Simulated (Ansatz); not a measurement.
Recipe of this trial structure of Hf: random cell by space group and Wyckoff sites (I4/mmm, No. 139). Its size is a rough estimate.

```cif
data_structure
_symmetry_space_group_name_H-M 'P 1'
_symmetry_Int_Tables_number 1
_cell_length_a 4.3971
_cell_length_b 4.3971
_cell_length_c 4.3971
_cell_angle_alpha 114.089
_cell_angle_beta 114.089
_cell_angle_gamma 100.584
_cell_volume 64.29
loop_
_atom_site_label
_atom_site_type_symbol
_atom_site_fract_x
_atom_site_fract_y
_atom_site_fract_z
_atom_site_occupancy
Hf1 Hf 0.50000 0.28090 0.78090 1
Hf2 Hf 0.50000 0.71910 0.21910 1
Hf3 Hf 0.71910 0.50000 0.21910 1
Hf4 Hf 0.28090 0.50000 0.78090 1
```

Theory: DFT PBE, scalar-relativistic, plane waves, PAW (Ansatz). Cutoff 420 eV, Gaussian smearing, Γ-centred meshes. Cell and atoms relax first on a coarse mesh and then on a finer one. In between, the cell is made exact in the group found at 0.06 Å. In metals the finer mesh still leaves noise of several meV/atom or more. The steps can't lower the symmetry of their start. No spin polarisation.

A guess keeps its type if space group and coordination stay and the shape of the cell changes little (axis ratios within about 15 %, angles within 6°); the volume may change.

Q: Will the relaxed cell still be of the starting type?

A: It doesn't keep its type. The symmetry stays I4/mmm (No. 139). The volume per atom grows by 48.7 %, from 16.1 to 23.9 Å³. The shortest distance goes from 1.48 Å (Hf–Hf) to 2.97 Å (Hf–Hf). The ratio c/a of the conventional cell changes by a factor of 0.35. Counting neighbours within 15 % of an atom's shortest distance, the start has Hf 2 and the end Hf 8. In detail, at the end Hf has 6 Hf at 2.97–2.98 Å, 2 Hf at 3.17 Å and 1 Hf at 3.55 Å.

```yaml
crystal:
  lattice:
    - [-3.88093, 3.88093, 1.58680]
    - [3.88093, -3.88093, 1.58680]
    - [3.88093, 3.88093, -1.58680]
  atoms:
    - { symbol: Hf, position: [0.50000, 0.22883, 0.72883] }
    - { symbol: Hf, position: [0.50000, 0.77117, 0.27117] }
    - { symbol: Hf, position: [0.77117, 0.50000, 0.27117] }
    - { symbol: Hf, position: [0.22883, 0.50000, 0.72883] }
```

The last run used a 16×16×16 mesh for its 4-atom cell and Gaussian smearing of 0.10 eV. These runs have no spin–orbit coupling, which can matter for Hf. A structure relaxed within its symmetry needn't be a true minimum.
